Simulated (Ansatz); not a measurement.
# H: the cost of one run

Computed with Ansatz 0.2.0 (DFT PBE, scalar-relativistic, plane waves, PAW, unless a step's input says otherwise).

## (1) The system as given

Symmetry: P4/mmm, No. 123, tetragonal system. The conventional cell has a = 2.650 Å, b = 2.650 Å, c = 0.980 Å, α = 90.00°, β = 90.00°, γ = 90.00°. Around H (site symmetry 4/mmm) lie 2 H at 0.98 Å.

As a file:

```
CELL_PARAMETERS angstrom
2.64964 0.00000 0.00000
0.00000 2.64964 0.00000
0.00000 0.00000 0.98049
ATOMIC_POSITIONS crystal
H 0.00000 0.00000 0.50000
```

The structure comes from the Materials Project (structure only).

## (2) A change within a subgroup

What differs from the listed cell: strain xx, yy, zz, yz, xz, xy = -0.1, -0.1, -3.1, +0.1, -0.1, +0.8 %.

Input file input.yaml:

```yaml
crystal:
  lattice:
    - [2.6460617266, 0.021409081, -0.0023581785]
    - [0.021409081, 2.6460617266, 0.0023581785]
    - [-0.0008726387, 0.0008726387, 0.949754467]
  atoms:
    - { symbol: H, position: [0.0, 0.0, 0.5] }
basis:
  ecutwfc: 420
kpoints:
  mp_grid: { grid: [14, 14, 34] }
hamiltonian:
  xc: pbe
scf:
  occupations: { method: gaussian, width: 0.05 }
output:
  forces: true
  stress: true
  eigenvalues: true
```

Run with:

```console
$ ansatz run input.yaml --threads 1 --pin off --max-ram 1331MiB --backend cpu --events-out ev --progress --plain --runs-dir out
```

Q: Estimate wall time and peak memory on 1 thread of an x86-64 CPU, shared host.

About 15 s, with a peak of 0.38 GiB.
